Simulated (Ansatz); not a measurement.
# HfGe2N4 monolayer in a perpendicular field, part 3 of 4

Wanted: the out-of-plane response of the HfGe2N4 monolayer. A positive field points along +c.

Ansatz 0.2.0; plane-wave DFT, LDA, Ansatz PAW (the session's first sound run).

So far. Step 7 (Atoms held, field -0.3 V/Å): The dipole is -0.113 e·Å, and the gap 1.793 eV.

**8. Response, atoms held**

This step: plane-wave DFT, LDA, Ansatz PAW; response to a field along the normal, atoms held (Ansatz 0.2.0).

The dipoles give the slope, and the difference of two potentials shows where the field is screened.

This step gave:

```yaml
equivalent_conductor_thickness_p_eps_0ae: 8.214 Å
distance_between_the_outer_atoms: 7.208 Å
```

Dipole of the cell against applied field:

| applied field (V/Å) | dipole of the cell (e·Å) |
| --- | --- |
| -0.300 | -0.113 |
| -0.100 | -0.0376 |
| 0.000 | 1.6e-6 |
| 0.100 | 0.0376 |
| 0.500 | 0.188 |

Local field over the applied field, running mean. From the potentials at -0.1 and 0.1 V/Å; running mean over 2.5 Å. Local field over applied field against z:

| z (Å) | local field over applied field |
| --- | --- |
| 5 | 0.998 |
| 6 | 0.982 |
| 7 | 0.864 |
| 8 | 0.562 |
| 9 | 0.262 |
| 10 | 0.141 |
| 11 | 0.110 |
| 12 | 0.0802 |
| 13 | 0.0721 |
| 14 | 0.107 |
| 15 | 0.132 |
| 16 | 0.222 |
| 17 | 0.489 |
| 18 | 0.811 |
| 19 | 0.971 |
| 20 | 0.997 |
| 21 | 1.000 |

The induced electron density oscillates, so the rows of the table below give means over windows of 0.5 Å about each position, cut where the curve ends. Its maxima inside the range that stand out by 2 % of the span (Å: e/Å³ per V/Å): 8.12: 0.00360, 9.24: 0.00169, 10.50: 1.0e-3, 11.48: 0.00155, 13.16: 0.00121, 14.14: 6.9e-5, 15.40: 0.00171, 16.39: -5.6e-4. Its minima: 8.82: 5.6e-4, 9.80: -0.00171, 11.06: -6.9e-5, 12.04: -0.00121, 13.72: -0.00155, 14.70: -1.0e-3, 15.97: -0.00169, 17.09: -0.00360.

Electrons, planar mean, per unit field. Table of induced electron density by z; means over each step:

| z (Å) | induced electron density (e/Å³ per V/Å) |
| --- | --- |
| 4.5 | 1.8e-6 |
| 5.0 | 6.8e-6 |
| 5.5 | 2.4e-5 |
| 6.0 | 8.3e-5 |
| 6.5 | 2.6e-4 |
| 7.0 | 7.7e-4 |
| 7.5 | 0.00188 |
| 8.0 | 0.00328 |
| 8.5 | 0.00243 |
| 9.0 | 0.00115 |
| 9.5 | -9.9e-5 |
| 10.0 | -9.4e-4 |
| 10.5 | 7.9e-4 |
| 11.0 | 3.1e-4 |
| 11.5 | 9.7e-4 |
| 12.0 | -8.4e-4 |
| 12.5 | -2.8e-4 |
| 13.0 | 9.1e-4 |
| 13.5 | -3.1e-4 |
| 14.0 | -5.5e-4 |
| 14.5 | -7.4e-4 |
| 15.0 | 5.9e-5 |
| 15.5 | 0.00111 |
| 16.0 | -0.00121 |
| 16.5 | -0.00141 |
| 17.0 | -0.00339 |
| 17.5 | -0.00250 |
| 18.0 | -0.00115 |
| 18.5 | -4.2e-4 |
| 19.0 | -1.3e-4 |
| 19.5 | -4.1e-5 |
| 20.0 | -1.1e-5 |
| 20.5 | -3.2e-6 |
| 21.0 | -9.4e-7 |

The smaller of the gaps on the path and on the k-mesh, counted as 0 under 0.03 eV. The gap by applied field:

| applied field (V/Å) | gap (eV) |
| --- | --- |
| -0.300 | 1.79 |
| -0.100 | 1.81 |
| 0.000 | 1.81 |
| 0.100 | 1.81 |
| 0.500 | 1.76 |

By hand: between -0.1 and 0.1 V/Å the dipole changes by 0.07524 e·Å, a slope of 0.3762 e·Å²/V. A perfect conductor of thickness t has p = ε₀AEt, so t = 180.95 × 0.3762 / 8.288 = 8.21 Å (e/ε₀ = 180.95 V·Å, A in Å²).

The induced dipole is that of a conductor 8.21 Å thick.

**9. Relaxing in the field, field 0.1 V/Å**

This step: plane-wave DFT, LDA, Ansatz PAW (Ansatz 0.2.0).

Now the atoms may follow the field. A weak field makes forces of meV/Å to tens of meV/Å, so the force tolerance is set well below the usual one.

Contents of input.yaml:

```yaml
crystal:
  lattice:
    - [3.0934823823, 0.0, 0.0]
    - [-1.5467411912, 2.6790343293, 0.0]
    - [0.0, 0.0, 25.2080168107]
  atoms:
    - { symbol: "N", position: [0.0, 0.0, 0.3570292763] }
    - { symbol: Ge, position: [0.3333333333, 0.6666666667, 0.378880309] }
    - { symbol: "N", position: [0.3333333333, 0.6666666667, 0.4521240111] }
    - { symbol: Hf, position: [0.0, 0.0, 0.5] }
    - { symbol: "N", position: [0.3333333333, 0.6666666667, 0.5478759889] }
    - { symbol: Ge, position: [0.3333333333, 0.6666666667, 0.621119691] }
    - { symbol: "N", position: [0.0, 0.0, 0.6429707237] }
kpoints:
  mp_grid: { grid: [12, 12, 1] }
hamiltonian:
  xc: lda
scf:
  occupations: { method: fermi_dirac, width: 0.05 }
  convergence: { dr2_threshold: 1.0e-10 }
efield:
  axis: 3
  dipole_correction: true
  ramp_position: 0.97
  ramp_width: 0.06
  amplitude: 0.1
relax:
  f_tol: 0.001
  max_steps: 60
output:
  write_potential: true
  write_density: true
  volumetric_format: npy
```

Run with:

```bash
> ansatz run input.yaml --threads 4 --pin off --max-ram 6144MiB --backend cpu --events-out ev --progress --plain --runs-dir out
```

Numbers of over 12 decimals in the logs are rounded to 6 here.

What it wrote:

```text
[...]
Crystal: 7 atoms, lattice volume = 208.913 Å³
Basis set: ecut = 420 eV, 4033 PW (Γ)
Bands: 45, of which v1, the nominal top of the filled ones, is band 37 counted from 1 (36 counted from 0)
Symmetry: 6 space group operations
k-points: 19 of 144 (time reversal used)
[...]
SCF iter   1: F=—  HF=-25415.798738 eV  |F-HF|=—  |Δ(HF+E_count)|=         —  Δρ=1.06e-1  dr2=2.77e1  ethr=3.10e-3  p=0.043 e·Å  D=3.74e-2 V/Å  ΔV_dip=-0.94 eV  dr2_dipole=5.99e-4  V_vac-E_F(+/−)=9.78/8.47 eV  ⟨swp⟩=7.9  Hψ=3832  notcnv=0  defer=5
[...]
SCF iter  16: F=-25407.653366 eV  HF=-25407.653366 eV  |F-HF|=1.60e-10  |Δ(HF+E_count)|=  2.18e-11  Δρ=6.08e-8  dr2=8.13e-12  ethr=1.00e-12  p=0.038 e·Å  D=3.26e-2 V/Å  ΔV_dip=-0.82 eV  dr2_dipole=1.12e-12  V_vac-E_F(+/−)=6.81/5.38 eV  ⟨swp⟩=7.0  Hψ=4234  notcnv=0
SCF 1 converged in 16 iterations: F = -25407.653366 eV  dr2 = 8.13e-12
[...]
relax step   1: F+E_penalty+E_count = -25407.65336643 eV  Δ(F+E_penalty+E_count) = +0.000e0 eV  max|allowed force component| = 5.374e-2 eV/Å  Δτ_max = 0.0000 Å  (16 SCF iters, accepted)
[...]
SCF iter   8: F=-25407.653513 eV  HF=-25407.653513 eV  |F-HF|=9.09e-11  |Δ(HF+E_count)|=  1.42e-10  Δρ=2.01e-7  dr2=7.23e-11  ethr=1.00e-12  p=0.040 e·Å  D=3.48e-2 V/Å  ΔV_dip=-0.88 eV  dr2_dipole=1.54e-12  V_vac-E_F(+/−)=6.78/5.41 eV  ⟨swp⟩=8.1  Hψ=5151  notcnv=0
SCF 2 converged in 8 iterations: F = -25407.653513 eV  dr2 = 7.23e-11
relax step   2: F+E_penalty+E_count = -25407.65351333 eV  Δ(F+E_penalty+E_count) = -1.469e-4 eV  max|allowed force component| = 2.579e-2 eV/Å  Δτ_max = 0.0019 Å  (8 SCF iters, accepted)
SCF iter   1: F=—  HF=-25407.653515 eV  |F-HF|=—  |Δ(HF+E_count)|=         —  Δρ=9.42e-5  dr2=2.93e-5  ethr=7.21e-7  p=0.040 e·Å  D=3.48e-2 V/Å  ΔV_dip=-0.88 eV  dr2_dipole=1.15e-5  V_vac-E_F(+/−)=6.78/5.41 eV  ⟨swp⟩=2.0  Hψ=1318  notcnv=0  defer=39
[...]
SCF iter   8: F=-25407.653537 eV  HF=-25407.653537 eV  |F-HF|=1.09e-11  |Δ(HF+E_count)|=  9.46e-11  Δρ=9.16e-8  dr2=1.23e-11  ethr=1.00e-12  p=0.041 e·Å  D=3.56e-2 V/Å  ΔV_dip=-0.90 eV  dr2_dipole=7.44e-15  V_vac-E_F(+/−)=6.77/5.42 eV  ⟨swp⟩=7.8  Hψ=4872  notcnv=0
SCF 3 converged in 8 iterations: F = -25407.653537 eV  dr2 = 1.23e-11
relax step   3: F+E_penalty+E_count = -25407.65353746 eV  Δ(F+E_penalty+E_count) = -2.413e-5 eV  max|allowed force component| = 4.204e-3 eV/Å  Δτ_max = 0.0008 Å  (8 SCF iters, accepted)
SCF iter   1: F=—  HF=-25407.653506 eV  |F-HF|=—  |Δ(HF+E_count)|=         —  Δρ=2.28e-5  dr2=1.34e-6  ethr=2.12e-8  p=0.041 e·Å  D=3.56e-2 V/Å  ΔV_dip=-0.90 eV  dr2_dipole=1.62e-7  V_vac-E_F(+/−)=6.77/5.42 eV  ⟨swp⟩=2.0  Hψ=1504  notcnv=0  defer=39
[...]
SCF iter   6: F=-25407.653538 eV  HF=-25407.653538 eV  |F-HF|=2.91e-11  |Δ(HF+E_count)|=  8.37e-11  Δρ=2.28e-7  dr2=4.95e-11  ethr=1.00e-12  p=0.041 e·Å  D=3.56e-2 V/Å  ΔV_dip=-0.90 eV  dr2_dipole=1.06e-12  V_vac-E_F(+/−)=6.77/5.42 eV  ⟨swp⟩=6.3  Hψ=5366  notcnv=0
SCF 4 converged in 6 iterations: F = -25407.653538 eV  dr2 = 4.95e-11
relax step   4: F+E_penalty+E_count = -25407.65353839 eV  Δ(F+E_penalty+E_count) = -9.259e-7 eV  max|allowed force component| = 1.691e-4 eV/Å  Δτ_max = 0.0002 Å  (6 SCF iters, accepted)
[...]
the band table was solved once a step of the walk had ended and its energy, with any forces and stress, was formed, with the checks that follow a solve (4631 applications of the Hamiltonian). They found nothing against the state; the energy, forces and stress were not computed again (output.eigenvalues in the input reference)
[...]
SCF converged after 6 iterations
Free energy (F): -25407.653538 eV
[...]
Internal energy: -25407.653538 eV  (E = F + TS)
E sigma→0 (E₀):  -25407.653538 eV
Fermi energy:    1.354905 eV
Dipole field:    D = 0.035567 V/Å  (p = 0.041063 e·Å, saw-weighted, corrected)
Work function:   not extracted (applied field tilts the vacuum); planar V_es + V_field profile in the machine report
[...]
--- Forces (eV/Å), atoms counted from 1 ---
  atom   1  N     -0.00000000    -0.00000000     0.00005569
  atom   2  Ge    -0.00000000     0.00000000    -0.00000140
  atom   3  N     -0.00000000     0.00000000     0.00006455
  atom   4  Hf     0.00000000    -0.00000000    -0.00016660
  atom   5  N     -0.00000000    -0.00000000     0.00003845
  atom   6  Ge     0.00000000     0.00000000    -0.00001768
  atom   7  N     -0.00000000     0.00000000     0.00004437
  max |Σ_I F_I| component: 1.74e-5 eV/Å
--- Band table (eV; the first three rows and the last of 19) ---
  k-point 0: bands = [... 33 lower, -1.2346, -0.1252, -0.1252, 0.1319, 2.2973, 3.4321, 4.8491, 5.8988, ... 4 higher]
  k-point 1: bands = [... 33 lower, -1.2475, -0.3060, -0.2368, 0.3351, 2.7523, 3.7726, 4.4489, 6.2688, ... 4 higher]
  k-point 2: bands = [... 33 lower, -1.0527, -0.5684, -0.5244, 0.3420, 3.1203, 4.1140, 4.3904, 6.6449, ... 4 higher]
  k-point 18: bands = [... 33 lower, -1.7773, -1.6568, -0.2573, 0.4865, 2.9858, 5.4795, 6.5888, 6.8879, ... 4 higher]
--- Relaxed structure (4 steps of the walk, 4 accepted, 0 SCFs on fresh bases) ---
  F+E_penalty+E_count = -25407.65353839 eV   max|allowed force component| = 1.691e-4 eV/Å
  atoms:
    - { symbol: N, position: [1.058711094897722e-17, -5.1330138901146606e-17, 0.356951] }
    - { symbol: Ge, position: [0.333333, 0.666667, 0.378927] }
    - { symbol: N, position: [0.333333, 0.666667, 0.452122] }
    - { symbol: Hf, position: [1.0561926567073317e-17, -5.13805076649536e-17, 0.500067] }
    - { symbol: N, position: [0.333333, 0.666667, 0.547873] }
    - { symbol: Ge, position: [0.333333, 0.666667, 0.621166] }
    - { symbol: N, position: [1.0586876600238201e-17, -5.133060759862464e-17, 0.642894] }
```

Run time: 11 s. Hardware: 4 threads of Intel Xeon Platinum 8488C (Sapphire Rapids), shared host; peak memory 0.63 GiB.

No atom moved by 0.005 Å in the relaxation.

This step gave:

| Item | Value |
| --- | --- |
| dipole along the normal | 0.04106 e·Å |

The relaxation took 4 steps and lowered the energy by 1.7e-4 eV; the largest force on the free atoms ends at 1.7e-4 eV/Å.

The dipole is 0.0411 e·Å, and the gap on the mesh 1.808 eV.

**10. Field on, atoms free, field -0.1 V/Å**

The opposite sign, again from the field-free geometry; the difference of the two cancels what relaxes without a field.

input.yaml, as its differences from that of step 9:

```diff
@@ -25,3 +25,3 @@
   ramp_width: 0.06
-  amplitude: 0.1
+  amplitude: -0.1
 relax:
```

What it wrote:

```text
[...]
Crystal: 7 atoms, lattice volume = 208.913 Å³
Basis set: ecut = 420 eV, 4033 PW (Γ)
Bands: 45, of which v1, the nominal top of the filled ones, is band 37 counted from 1 (36 counted from 0)
Symmetry: 6 space group operations
k-points: 19 of 144 (time reversal used)
[...]
- { symbol: Ge, position: [0.333333, 0.666667, 0.378834] }
    - { symbol: N, position: [0.333333, 0.666667, 0.452127] }
    - { symbol: Hf, position: [1.0585178611885076e-17, -5.133400357533083e-17, 0.499933] }
    - { symbol: N, position: [0.333333, 0.666667, 0.547878] }
    - { symbol: Ge, position: [0.333333, 0.666667, 0.621073] }
    - { symbol: N, position: [1.055999430761507e-17, -5.138437218387003e-17, 0.643049] }
[key lines of the parts left out:]
SCF converged after 6 iterations
Free energy (F): -25407.653538 eV
Fermi energy:    1.354905 eV
Dipole field:    D = -0.035567 V/Å  (p = -0.041063 e·Å, saw-weighted, corrected)
```

Run time: 11 s. Hardware: 4 threads; peak memory 0.64 GiB; 42 s of CPU time.

No atom moved by 0.005 Å in the relaxation.

Numbers from this step:

```yaml
dipole_along_the_normal: -0.04106 e·Å
```

The relaxation took 4 steps and lowered the energy by 1.7e-4 eV; the largest force on the free atoms ends at 1.7e-4 eV/Å.

The dipole is -0.0411 e·Å, and the gap on the mesh 1.808 eV.

**11. Response, atoms relaxed**

This step: plane-wave DFT, LDA, Ansatz PAW; response to a field along the normal, atoms relaxed (Ansatz 0.2.0).

The same analysis on the two relaxed runs holds the ionic part too; their mesh is coarser, so small differences from the held value can come from that.

This step gave:

| Property | Result |
| --- | --- |
| equivalent conductor thickness p/(ε₀AE) | 8.966 Å |

Dipole of the cell against applied field:

| applied field (V/Å) | dipole of the cell (e·Å) |
| --- | --- |
| -0.1000 | -0.0411 |
| 0.1000 | 0.0411 |

The local field over applied field oscillates, so the rows of the table below give means over windows of 1.4 Å about each position, cut where the curve ends. Its maxima inside the range that stand out by 2 % of the span (Å: value): 9.8: 0.155, 11.2: 0.114, 12.6: -0.103, 14.0: 0.114, 15.4: 0.155. Its minima: 9.2: 0.0833, 10.5: 0.0175, 12.2: -0.128, 13.0: -0.128, 14.7: 0.0175, 16.0: 0.0833.

Local field over the applied field, running mean. From the potentials at -0.1 and 0.1 V/Å; running mean over 2.5 Å. Table of local field over applied field by z; means over each step:

z (Å), local field over applied field and a bar from the least value:
```
     4.76      0.999 ##############################
     6.16      0.961 #############################
     7.56      0.694 #####################
     8.96      0.194 #######
    10.36      0.080 ####
    11.76     -0.017 #
    13.16     -0.060 
    14.56      0.072 ####
    15.96      0.139 ######
    17.36      0.613 ###################
    18.76      0.924 ############################
    20.16      0.997 ##############################
```

Electrons, planar mean, per unit field. Induced electron density against z:

| z (Å) | induced electron density (e/Å³ per V/Å) |
| --- | --- |
| 5.0 | 6.6e-6 |
| 5.5 | 2.1e-5 |
| 6.0 | 7.5e-5 |
| 6.5 | 2.5e-4 |
| 7.0 | 7.6e-4 |
| 7.5 | 0.00224 |
| 8.0 | 0.00636 |
| 8.5 | 0.0160 |
| 9.0 | -0.0154 |
| 9.5 | -0.0376 |
| 10.0 | 0.0237 |
| 10.5 | 0.00297 |
| 11.0 | 7.4e-4 |
| 11.5 | -0.00465 |
| 12.0 | -0.0587 |
| 12.5 | -0.0425 |
| 13.0 | 0.0892 |
| 13.5 | 0.0162 |
| 14.0 | 7.4e-4 |
| 14.5 | -0.00239 |
| 15.0 | -0.00642 |
| 15.5 | -0.0421 |
| 16.0 | 0.0552 |
| 16.5 | -0.0107 |
| 17.0 | -0.00999 |
| 17.5 | -0.00343 |
| 18.0 | -0.00121 |
| 18.5 | -4.0e-4 |
| 19.0 | -1.2e-4 |
| 19.5 | -3.6e-5 |
| 20.0 | -9.2e-6 |
| 20.5 | -3.2e-6 |

The induced dipole is that of a conductor 8.97 Å thick.

**12. Same geometry, cutoff 420 eV, functional LDA**

This step: plane-wave DFT, LDA, Ansatz PAW (Ansatz 0.2.0).

The geometry is kept and the functional is LDA; other changes against the main runs: SCF threshold 1.0e-10 → 1.0e-09 eV and k-mesh 18×18×1 → 12×12×1.

input.yaml, as its differences from that of step 10:

```diff
@@ -19,3 +19,3 @@
   occupations: { method: fermi_dirac, width: 0.05 }
-  convergence: { dr2_threshold: 1.0e-10 }
+  convergence: { dr2_threshold: 1.0e-09 }
 efield:
@@ -25,6 +25,3 @@
   ramp_width: 0.06
-  amplitude: -0.1
-relax:
-  f_tol: 0.001
-  max_steps: 60
+  amplitude: 0.1
 output:
```

What it wrote:

```text
[...]
Crystal: 7 atoms, lattice volume = 208.913 Å³
Basis set: ecut = 420 eV, 4033 PW (Γ)
Bands: 45, of which v1, the nominal top of the filled ones, is band 37 counted from 1 (36 counted from 0)
Symmetry: 6 space group operations
k-points: 19 of 144 (time reversal used)
[...]
SCF iter   1: F=—  HF=-25415.798738 eV  |F-HF|=—  |Δ(HF+E_count)|=         —  Δρ=1.06e-1  dr2=2.77e1  ethr=3.10e-3  p=0.043 e·Å  D=3.74e-2 V/Å  ΔV_dip=-0.94 eV  dr2_dipole=5.99e-4  V_vac-E_F(+/−)=9.78/8.47 eV  ⟨swp⟩=7.9  Hψ=3832  notcnv=0  defer=5
[...]
SCF iter  13: F=-25407.653366 eV  HF=-25407.653366 eV  |F-HF|=4.44e-10  |Δ(HF+E_count)|=   2.35e-9  Δρ=6.65e-7  dr2=8.53e-10  ethr=1.35e-12  p=0.038 e·Å  D=3.26e-2 V/Å  ΔV_dip=-0.82 eV  dr2_dipole=2.05e-12  V_vac-E_F(+/−)=6.81/5.38 eV  ⟨swp⟩=13.1  Hψ=4155  notcnv=0
SCF 1 converged in 13 iterations: F = -25407.653366 eV  dr2 = 8.53e-10
[...]
SCF converged after 13 iterations
Free energy (F): -25407.653366 eV
[...]
Internal energy: -25407.653366 eV  (E = F + TS)
E sigma→0 (E₀):  -25407.653366 eV
Fermi energy:    1.355410 eV
Dipole field:    D = 0.032587 V/Å  (p = 0.037622 e·Å, saw-weighted, corrected)
Work function:   not extracted (applied field tilts the vacuum); planar V_es + V_field profile in the machine report
[...]
--- Band table (eV; the first three rows and the last of 19) ---
  k-point 0: bands = [... 33 lower, -1.2314, -0.1250, -0.1250, 0.1324, 2.2967, 3.4327, 4.8492, 5.8987, ... 4 higher]
  k-point 1: bands = [... 33 lower, -1.2479, -0.3056, -0.2366, 0.3355, 2.7516, 3.7728, 4.4494, 6.2684, ... 4 higher]
  k-point 2: bands = [... 33 lower, -1.0534, -0.5678, -0.5241, 0.3426, 3.1202, 4.1104, 4.3941, 6.6439, ... 4 higher]
  k-point 18: bands = [... 33 lower, -1.7772, -1.6570, -0.2579, 0.4877, 2.9859, 5.4796, 6.5884, 6.8876, ... 4 higher]
```

Wall time 5.1 s (4 threads); peak memory 0.66 GiB.

Numbers from this step:

* dipole along the normal: 0.03762 e·Å

The dipole is 0.0376 e·Å.

**13. Same geometry, cutoff 420 eV, functional LDA (run 2)**

The same run in the opposite field.

input.yaml, as its differences from that of step 12:

```diff
@@ -25,3 +25,3 @@
   ramp_width: 0.06
-  amplitude: 0.1
+  amplitude: -0.1
 output:
```

What it wrote:

```text
[...]
Crystal: 7 atoms, lattice volume = 208.913 Å³
Basis set: ecut = 420 eV, 4033 PW (Γ)
Bands: 45, of which v1, the nominal top of the filled ones, is band 37 counted from 1 (36 counted from 0)
Symmetry: 6 space group operations
k-points: 19 of 144 (time reversal used)
[...]
k-point 0: bands = [... 33 lower, -1.2314, -0.1250, -0.1250, 0.1324, 2.2967, 3.4327, 4.8492, 5.8987, ... 4 higher]
  k-point 1: bands = [... 33 lower, -1.2479, -0.3056, -0.2366, 0.3355, 2.7516, 3.7728, 4.4494, 6.2684, ... 4 higher]
  k-point 2: bands = [... 33 lower, -1.0534, -0.5678, -0.5241, 0.3426, 3.1202, 4.1104, 4.3941, 6.6439, ... 4 higher]
  k-point 18: bands = [... 33 lower, -1.7772, -1.6570, -0.2579, 0.4877, 2.9859, 5.4796, 6.5884, 6.8876, ... 4 higher]
[key lines of the parts left out:]
SCF converged after 13 iterations
Free energy (F): -25407.653366 eV
Fermi energy:    1.355410 eV
Dipole field:    D = -0.032588 V/Å  (p = -0.037624 e·Å, saw-weighted, corrected)
```

Wall time 5.1 s (4 threads); peak memory 0.66 GiB.

The dipole is -0.0376 e·Å.

**14. Response at this level**

This step: plane-wave DFT, LDA, Ansatz PAW; response to a field along the normal, atoms held (Ansatz 0.2.0).

The two signs of the field give the slope at this level.

This step gave:

| Item | Value |
| --- | --- |
| equivalent conductor thickness p/(ε₀AE) | 8.215 Å |

The induced dipole is that of a conductor 8.21 Å thick.

**15. Same geometry, cutoff 420 eV, functional PBE**

This step: plane-wave DFT, PBE, Ansatz PAW (Ansatz 0.2.0).

The geometry is kept and the functional is PBE; other changes against the main runs: SCF threshold 1.0e-10 → 1.0e-09 eV and k-mesh 18×18×1 → 12×12×1.

input.yaml, as its differences from that of step 13:

```diff
@@ -16,3 +16,3 @@
 hamiltonian:
-  xc: lda
+  xc: pbe
 scf:
@@ -25,3 +25,3 @@
   ramp_width: 0.06
-  amplitude: -0.1
+  amplitude: 0.1
 output:
```

What it wrote:

```text
[...]
Crystal: 7 atoms, lattice volume = 208.913 Å³
Basis set: ecut = 420 eV, 4033 PW (Γ)
Bands: 45, of which v1, the nominal top of the filled ones, is band 37 counted from 1 (36 counted from 0)
Symmetry: 6 space group operations
k-points: 19 of 144 (time reversal used)
[...]
k-point 0: bands = [... 33 lower, -0.8658, 0.2174, 0.2174, 0.4885, 2.7041, 3.8154, 5.3264, 6.3172, ... 4 higher]
  k-point 1: bands = [... 33 lower, -0.8856, 0.0400, 0.1075, 0.6851, 3.1737, 4.1630, 4.9080, 6.6949, ... 4 higher]
  k-point 2: bands = [... 33 lower, -0.7152, -0.2205, -0.1761, 0.6883, 3.6044, 4.5235, 4.8044, 7.0863, ... 4 higher]
  k-point 18: bands = [... 33 lower, -1.4174, -1.3236, 0.0602, 0.8106, 3.4274, 5.9878, 7.0630, 7.3465, ... 4 higher]
[key lines of the parts left out:]
SCF converged after 15 iterations
Free energy (F): -25850.059485 eV
Fermi energy:    1.755426 eV
Dipole field:    D = 0.032510 V/Å  (p = 0.037533 e·Å, saw-weighted, corrected)
```

Elapsed: 5.2 s, on 4 threads; peak memory 0.68 GiB; 20 s of CPU time.

The dipole is 0.0375 e·Å.

[end of part 3 of 4]

[Logs are printed without paths, hosts, clocks, repeated set-up lines and the standing remarks that a program may print on its own settings, such as how far it seeks lower states.]

[Hosts, paths, dates, database ids (printed as entryN), source tags and the programs' standing remarks are cut or masked in the printed files.]

[Maps of the electrostatic potential energy from Ansatz leave out the sawtooth potential of an applied field or a dipole correction, so their vacuum need not be flat; planar profiles and work functions include it.]
